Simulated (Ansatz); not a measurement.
Runs of Ansatz 0.2.0 on TaSi2. It takes space group P6_222 (No. 180, hexagonal). Conventional cell: a = 4.780 Å, b = 4.780 Å, c = 6.564 Å, α = 90.00°, β = 90.00°, γ = 120.00°. Ta (site symmetry 222) is surrounded by 10 Si at 2.59 to 2.76 Å. Around Si (site symmetry 2) lie 5 Si at 2.59 to 2.76 Å and 5 Ta at 2.59 to 2.76 Å. 

```csv
task,level,cell,cutoff (eV),smearing,points for each segment of the path,gap on the mesh (eV),pressure (GPa),largest force (eV/Å)
band structure,r2SCAN,as given,500,fermi-dirac 0.05 eV,10,none,0.1,(a)
single point,PBE,as given,420,gaussian 0.013 eV,-,none,3.5,0.81
relaxation of cell and atoms,PBE+D3(BJ),relaxed,420,fermi-dirac 0.05 eV,-,none,0.0,-
single point,PBE,as given,420,gaussian 0.014 eV,-,none,3.5,0.81
```

Alike in all rows: potentials or basis Ansatz PAW; no spin polarisation; k mesh 7 × 7 × 4.

Task: Fill in the values left out.

Result: (a) 0.83.

Caveats: the cell's inner coordinates are idealised or old, which leaves forces on the atoms (some runs); spin-orbit coupling is left out, which moves the levels of the heavy elements (some runs); the PAW data sets come from PBE, with cores solved anew for the run's functional, which leaves a small shift of forces and pressure (some runs); the plane-wave basis is chosen anew once the cell has moved, so the energies of steps on either side of that aren't comparable (some runs); pairwise dispersion overbinds metals, which lowers pressure and volume (some runs).

A k mesh can miss the band edges, and the runs leave out spin-orbit coupling on Ta.

A gap of «none» marks a metal or a gap under the smearing width.
